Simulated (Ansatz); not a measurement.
# How far is PAW off for Na?

```
Na
1.0
     3.68877    0.00000    0.00000
    -1.84439    3.19457    0.00000
     0.00000    0.00000    6.26919
Na
2
Direct
  0.35308 0.68112 0.25737
  0.66667 0.33333 0.75000
```

Atoms are numbered in the order listed.

The cell is the one relaxed in the Materials Project (mp-10172), not relaxed further here; entries there can be hypothetical. The listed cell was then made from it by scaling, straining or moving an atom.

Methods: DFT, PBE, PAW with Ansatz's default frozen-core files, scalar-relativistic (Ansatz 0.2.0); DFT, PBE, all-electron PAW with datasets made for the crystal, scalar-relativistic (Ansatz 0.2.0); DFT, PBE, all-electron LAPW, scalar-relativistic (Ansatz 0.2.0).

For PAW: a Γ-centred 10×10×6 k mesh, Fermi–Dirac smearing of 0.05 eV, cutoff 420 eV, no spin polarisation. The crystal-made all-electron datasets (AE datasets) take a cutoff of 160 eV at this cell. LAPW targets a basis error of 0.5 meV/atom. The Ansatz runs share mesh, smearing and spin set-up. Plane-wave (PAW) pressures include the program's estimate of the Pulay term.

Stress and pressure are positive in compression.

The change that made this cell: atom 1 (Na) moved by (0.0462, 0.0462, 0.0462) Å.

```tsv
quantity	PAW	AE datasets	LAPW
pressure (GPa)	0.04	0.05	0.05
stress xx (GPa)	0.20	0.21	0.21
stress yy (GPa)	0.26	0.27	0.27
stress zz (GPa)	-0.36	-0.35	-0.35
force on Na1, z (eV/Å)	-0.030	-0.030	-0.030
```

PAW's pressure differs from the LAPW value by about 0.01 GPa or less. Datasets made for the crystal and LAPW share parts of one code, so their agreement isn't an independent check.
